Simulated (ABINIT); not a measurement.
Crystal: Rh.

```
CELL_PARAMETERS angstrom
2.73098 0.00000 0.00000
-1.36549 2.36510 0.00000
0.00000 0.00000 4.42849
ATOMIC_POSITIONS crystal
Rh 0.33333 0.66667 0.25000
Rh 0.66667 0.33333 0.75000
```

This isn't the form of Rh at room conditions, which is fcc.

```yaml
Program: ABINIT 10.8.3 (patched build)
Task: single point
Functional: PBE
Potentials_or_basis: JTH PAW PBE v2.0
Cutoff: 435 eV
k_mesh: 11 × 11 × 6
Occupations: fermi-dirac, width 0.05 eV
Spin: no spin polarisation
```

On this cell: pressure -3.8 GPa; largest force under 0.003 eV/Å; band gap on the k mesh none (metal or under the smearing width).

The same run follows on a disturbed copy (atoms moved at random, drawn with an rms of 0.05 Å):

```
Rh
1.0
     2.73098    0.00000    0.00000
    -1.36549    2.36510    0.00000
     0.00000    0.00000    4.42849
Rh
2
Cartesian
  0.0101 1.5287 1.0722
  1.3385 0.8279 3.3681
```

Problem. What changes?

Solution. The energy (extrapolated to zero smearing) moves by +25.4 meV/atom; pressure -2.5 GPa; largest force 0.869 eV/Å; band gap on the k mesh none (metal or under the smearing width).

Forces in eV/Å, atoms in the order of the input:
```
Rh  -0.157  0.327  0.790
Rh   0.157 -0.327 -0.790
```

Stress tensor (GPa, compression positive):
```
-1.75 -0.46 -0.45
-0.46 -3.50  0.86
-0.45  0.86 -2.39
```
